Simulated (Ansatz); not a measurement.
Crystal: TiSi2.

```
CELL_PARAMETERS angstrom
-1.47287 1.71213 4.21208
1.47287 -1.71213 4.21208
1.47287 1.71213 -4.21208
ATOMIC_POSITIONS crystal
Ti 0.00000 0.00000 0.00000
Si 0.67008 0.67008 0.00000
Si 0.32992 0.32992 0.00000
```

The cell comes from a database or a generator and needn't be the stable form of this composition.

```yaml
Program: Ansatz 0.2.0
Task: relaxation of cell and atoms
Functional: RPBE
Potentials_or_basis: Ansatz PAW
Cutoff: "420 eV (not typed: the program's choice for these potentials)"
k_mesh: 12 × 12 × 12
Occupations: fermi-dirac, width 0.05 eV
Spin: no spin polarisation
```

At the start: volume 14.16 Å³/atom.

Task: How do energy, volume and symmetry change on relaxing?

Result: It ends after 5 steps and the volume is 14.45 Å³/atom (+2.1 %); space group Immm (No. 71, to 0.05 Å).

The path:
```tsv
step	energy change (eV)	largest force (eV/Å)	volume (Å³)
1	0.0000	0.0228	42.49
2	-0.0075	0.0245	43.42
3	-0.0076	0.0113	43.36
4	-0.0077	0.0010	43.36
5	-0.0078	0.0009	43.36
```

Final structure:
```
Ti Si
1.0
    -1.48945    1.72124    4.22839
     1.48945   -1.72124    4.22839
     1.48945    1.72124   -4.22839
Ti Si
1 2
Cartesian
  0.0000 0.0000 0.0000
  0.0000 0.0000 5.6669
  0.0000 0.0000 2.7899
```

Caveat: the plane-wave basis is chosen anew once the cell has moved, so the energies of steps on either side of that aren't comparable; the PAW data sets come from PBE, with cores solved anew for the run's functional, which leaves a small shift of forces and pressure.
